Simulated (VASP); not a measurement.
## AgCl (Chlorargyrite): relaxation of the atoms with r2SCAN

The system is AgCl (Chlorargyrite).

```
CELL_PARAMETERS angstrom
0.00000 2.79036 2.79036
2.79036 0.00000 2.79036
2.79036 2.79036 0.00000
ATOMIC_POSITIONS crystal
Ag 0.00000 0.00000 0.00000
Cl 0.50000 0.50000 0.50000
```

The cell isn't the ideal one: a relaxed cell with its volume scaled by 1.02.

```yaml
Program: VASP 6.6.1
Task: relaxation of the atoms
Functional: r2SCAN
Potentials_or_basis: VASP PAW PBE potentials, release 64 (Ag, Cl)
Cutoff: 600 eV
k_mesh: 8 × 8 × 8
Occupations: gaussian, width 0.03 eV
Spin: no spin polarisation
Further_INCAR_settings: ALGO = Normal; EDIFF = 1e-07; IBRION = 2; EDIFFG = -0.01; NSW = 40
```

```
Pressure after relaxing : -1.0 GPa
Band gap on the k mesh  : 1.43 eV, indirect (least direct gap 3.64 eV)
```

Final structure:
```yaml
crystal:
  lattice:
    - [0.00000, 2.79036, 2.79036]
    - [2.79036, 0.00000, 2.79036]
    - [2.79036, 2.79036, 0.00000]
  atoms:
    - { symbol: Ag, position: [0.00000, 0.00000, 0.00000] }
    - { symbol: Cl, position: [0.50000, 0.50000, 0.50000] }
```

Levels at points of the mesh, in eV from the valence-band top:
| k point | band 7 | band 8 | band 9 | band 10 | band 11 | band 12 |
| --- | --- | --- | --- | --- | --- | --- |
| (0.00, 0.00, 0.00) | -2.36 | -2.31 | -2.31 | 1.43 | 11.34 | 11.34 |
| (0.50, 0.00, 0.00) | -1.70 | 0.00 | 0.00 | 4.75 | 7.06 | 8.31 |
| (0.50, 0.50, 0.00) | -1.90 | -1.90 | -1.80 | 2.96 | 8.37 | 9.17 |

Run time: 46 s on 1 thread of Intel(R) Xeon(R) 6975P-C (Granite Rapids) (shared host), peak memory 0.18 GiB.

Caveat: the relaxation stopped at its first step, so nothing moved; the PAW data sets were made with another functional, which shifts forces and pressure a little. A k mesh can miss the band edges.
